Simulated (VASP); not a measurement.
# VASP 6.6.1, r²SCAN single-point calculation, BaF2 (strained fluorite)

INCAR

```
PREC = Accurate
EDIFF = 1E-7
ISMEAR = 0
NBANDS = 19
ISIF = 2
NSW = 0
ENCUT = 520
LREAL = .FALSE.
LWAVE = .FALSE.
METAGGA = R2SCAN
ALGO = Normal
LCHARG = .FALSE.
IBRION = -1
SIGMA = 0.01
NELM = 120
LASPH = .TRUE.
```

KPOINTS

```
KPOINTS created by Atomic Simulation Environment
0
Gamma
8 8 8
0 0 0
```

KPOINTS_OPT

```
special points
7
Reciprocal
0.0000000000 0.0000000000 0.0000000000 1
0.5000000000 0.0000000000 0.5000000000 1
0.6250000000 0.2500000000 0.6250000000 1
0.3750000000 0.3750000000 0.7500000000 1
0.5000000000 0.5000000000 0.5000000000 1
0.5000000000 0.2500000000 0.7500000000 1
0.0000000000 0.2187500000 -0.2187500000 1
```

POSCAR

```
Ba F
 1.0000000000000000
     0.0000000000000000    3.1900786851000000    3.1900786851000000
     3.1900786851000000    0.0000000000000000    3.1900786851000000
     3.1900786851000000    3.1900786851000000    0.0000000000000000
 Ba  F
   1   2
Cartesian
  0.0000000000000000  0.0000000000000000  0.0000000000000000
  1.5950393425500000  1.5950393425500000  1.5950393425500000
  4.7851180276500003  4.7851180276500003  4.7851180276500003
```

VASP ran with the recommended PBE PAW datasets (24 valence electrons in the cell).

Command

```
mpirun -np 1 vasp_std
```

From OUTCAR

```
k-points           NKPTS =     29   k-points in BZ     NKDIM =     29   number of bands    NBANDS=     19

   NELECT =      24.0000    total number of electrons

   dimension x,y,z NGX =    36 NGY =   36 NGZ =   36
   dimension x,y,z NGXF=    72 NGYF=   72 NGZF=   72

  energy-cutoff  :      520.00
  volume of cell :       64.93
      direct lattice vectors                 reciprocal lattice vectors
     0.000000000  3.190078685  3.190078685    -0.156735946  0.156735946  0.156735946
     3.190078685  0.000000000  3.190078685     0.156735946 -0.156735946  0.156735946
     3.190078685  3.190078685  0.000000000     0.156735946  0.156735946 -0.156735946

 k-points in reciprocal lattice and weights: KPOINTS created by Atomic Simulation Env
   0.00000000  0.00000000  0.00000000       0.002
   0.12500000  0.00000000  0.00000000       0.016
   0.25000000  0.00000000  0.00000000       0.016
   0.37500000  0.00000000  0.00000000       0.016
   0.50000000  0.00000000  0.00000000       0.008
   0.12500000  0.12500000  0.00000000       0.012
   0.25000000  0.12500000  0.00000000       0.047
   0.37500000  0.12500000  0.00000000       0.047
   ...

 E-fermi :  -2.8087

 k-point     1 :       0.0000    0.0000    0.0000
  band No.  band energies     occupation
      1     -26.7950      2.00000
      2     -22.8671      2.00000
      3     -22.8520      2.00000
      4     -11.2673      2.00000
      5     -11.2673      2.00000
      6     -11.2673      2.00000
      7      -4.1384      2.00000
      8      -4.1384      2.00000
      9      -4.1384      2.00000
     10      -2.9476      2.00000
     11      -2.9475      2.00000
     12      -2.9475      2.00000
     13       4.0680      0.00000
     14       6.6551      0.00000
     15       6.6551      0.00000
     16       8.6621      0.00000
     17       8.6621      0.00000
     18       8.6621      0.00000
     19      12.6816      0.00000

 k-point     2 :       0.1250    0.0000    0.0000
  band No.  band energies     occupation
      1     -26.7737      2.00000
      2     -22.8802      2.00000
      3     -22.8740      2.00000
      4     -11.2882      2.00000
      5     -11.2842      2.00000
      6     -11.2842      2.00000
      7      -4.0835      2.00000
      8      -4.0835      2.00000
      9      -4.0087      2.00000
     10      -3.0415      2.00000
     11      -2.9692      2.00000
     12      -2.9692      2.00000
     13       4.3902      0.00000
     14       6.6356      0.00000
     15       6.6356      0.00000
     16       8.4879      0.00000
     17       8.6803      0.00000
     18       8.6803      0.00000
     19      11.9785      0.00000

 k-point     3 :       0.2500    0.0000    0.0000
  band No.  band energies     occupation
      1     -26.7210      2.00000
      2     -22.9438      2.00000
      3     -22.8985      2.00000
      4     -11.3352      2.00000
      5     -11.3243      2.00000
      6     -11.3243      2.00000
      7      -3.9538      2.00000
      8      -3.9538      2.00000
      9      -3.6930      2.00000
     10      -3.2378      2.00000
     11      -3.0169      2.00000
     12      -3.0169      2.00000
     13       5.1509      0.00000
     14       6.6020      0.00000
     15       6.6020      0.00000
     16       8.0774      0.00000
     17       8.7427      0.00000
     18       8.7427      0.00000
     19      10.9772      0.00000

 k-point     4 :       0.3750    0.0000    0.0000
  band No.  band energies     occupation
      1     -26.6663      2.00000
      2     -23.0117      2.00000
      3     -22.9208      2.00000
      4     -11.3778      2.00000
      5     -11.3634      2.00000
      6     -11.3634      2.00000
      7      -3.8311      2.00000
      8      -3.8311      2.00000
      9      -3.4038      2.00000
     10      -3.3680      2.00000
     11      -3.0548      2.00000
     12      -3.0548      2.00000
     13       5.9396      0.00000
     14       6.5843      0.00000
     15       6.5843      0.00000
     16       7.4743      0.00000
     17       8.8366      0.00000
     18       8.8366      0.00000
     19      10.7693      0.00000

 k-point     5 :       0.5000    0.0000    0.0000
  band No.  band energies     occupation
      1     -26.6430      2.00000
      2     -23.0405      2.00000
      3     -22.9298      2.00000
      4     -11.3943      2.00000
      5     -11.3793      2.00000
      6     -11.3793      2.00000
      7      -3.7837      2.00000
      8      -3.7837      2.00000
      9      -3.4589      2.00000
     10      -3.2370      2.00000
     11      -3.0662      2.00000
     12      -3.0662      2.00000
     13       6.5103      0.00000
     14       6.5809      0.00000
     15       6.5809      0.00000
     16       6.8739      0.00000
     17       8.8876      0.00000
     18       8.8876      0.00000
     19      11.0667      0.00000

 k-point     6 :       0.1250    0.1250    0.0000
  band No.  band energies     occupation
      1     -26.7666      2.00000
      2     -22.8859      2.00000
      3     -22.8803      2.00000
      4     -11.3099      2.00000
      5     -11.3099      2.00000
      6     -11.2549      2.00000
      7      -4.0514      2.00000
      8      -4.0514      2.00000
      9      -3.9863      2.00000
     10      -3.1624      2.00000
     11      -2.9338      2.00000
     12      -2.9338      2.00000
     13       4.4925      0.00000
     14       6.4673      0.00000
     15       6.8041      0.00000
     16       8.3479      0.00000
     17       8.7236      0.00000
     18       8.7236      0.00000
     19      12.5696      0.00000

 k-point     7 :       0.2500    0.1250    0.0000
  band No.  band energies     occupation
      1     -26.7243      2.00000
      2     -22.9352      2.00000
      3     -22.9017      2.00000
      4     -11.3578      2.00000
      5     -11.3558      2.00000
      6     -11.2635      2.00000
      7      -3.9358      2.00000
      8      -3.9339      2.00000
      9      -3.7367      2.00000
     10      -3.3691      2.00000
     11      -2.9651      2.00000
     12      -2.9469      2.00000
     13       5.0484      0.00000
     14       6.3972      0.00000
     15       6.8928      0.00000
     16       7.9881      0.00000
     17       8.7858      0.00000
     18       8.8058      0.00000
     19      11.5879      0.00000

 k-point     8 :       0.3750    0.1250    0.0000
  band No.  band energies     occupation
      1     -26.6698      2.00000
      2     -22.9977      2.00000
      3     -22.9295      2.00000
      4     -11.4002      2.00000
      5     -11.3946      2.00000
      6     -11.3043      2.00000
      7      -3.8017      2.00000
      8      -3.7972      2.00000
      9      -3.5262      2.00000
     10      -3.4153      2.00000
     11      -3.0221      2.00000
     12      -2.9968      2.00000
     13       5.5393      0.00000
     14       6.5893      0.00000
     15       6.8542      0.00000
     16       7.6448      0.00000
     17       8.8966      0.00000
     18       8.9056      0.00000
     19      10.9370      0.00000

 k-point     9 :       0.5000    0.1250    0.0000
  band No.  band energies     occupation
      1     -26.6355      2.00000
      2     -23.0361      2.00000
      3     -22.9471      2.00000
      4     -11.4144      2.00000
      5     -11.4044      2.00000
      6     -11.3522      2.00000
      7      -3.7320      2.00000
      8      -3.7191      2.00000
      9      -3.5778      2.00000
     10      -3.2172      2.00000
     11      -3.0672      2.00000
     12      -3.0257      2.00000
     13       5.7897      0.00000
     14       6.6761      0.00000
     15       6.7285      0.00000
     16       7.5292      0.00000
     17       8.9249      0.00000
     18       9.0158      0.00000
     19      11.0276      0.00000

 k-point    10 :      -0.3750    0.1250    0.0000
  band No.  band energies     occupation
      1     -26.6433      2.00000
      2     -23.0257      2.00000
      3     -22.9449      2.00000
      4     -11.3953      2.00000
      5     -11.3800      2.00000
      6     -11.3798      2.00000
      7      -3.7546      2.00000
      8      -3.7295      2.00000
      9      -3.5427      2.00000
     10      -3.2635      2.00000
     11      -3.1248      2.00000
     12      -2.9749      2.00000
     13       5.8187      0.00000
     14       6.5816      0.00000
     15       6.6838      0.00000
     16       7.6068      0.00000
     17       8.8317      0.00000
     18       9.0824      0.00000
     19      10.9768      0.00000

 ...

  Total       -1.5148797     -1.5148797     -1.5148797      0.0000000      0.0000000      0.0000000
  in kB      -37.3813121    -37.3813121    -37.3813121      0.0000000      0.0000000      0.0000000
  external PRESSURE =     -37.3813121 kB  Pullay stress =       0.0000000 kB

 POSITION                                       TOTAL-FORCE (eV/Angst)
 -----------------------------------------------------------------------------------
      0.00000      0.00000      0.00000        -0.000000      0.000000     -0.000000
      1.59504      1.59504      1.59504         0.000000      0.000000      0.000000
      4.78512      4.78512      4.78512        -0.000000     -0.000000     -0.000000
 -----------------------------------------------------------------------------------
    total drift:                                0.000000      0.000000      0.000000

  FREE ENERGIE OF THE ION-ELECTRON SYSTEM (eV)
  ---------------------------------------------------
  free  energy   TOTEN  =       -45.0135503645 eV

  energy  without entropy=      -45.0135503645  energy(sigma->0) =      -45.01355036
```

```yaml
gap_between_bands_v_and_c: 6.97 eV
least_direct_gap: 7.02 eV
pressure: -3.7 GPa
```

Band v is the last that the valence electrons fill when counted band by band, and c is the next.

The run took about 1.8 min on one core of a shared host (Intel Xeon Platinum 8488C) and held 0.22 GiB at most.
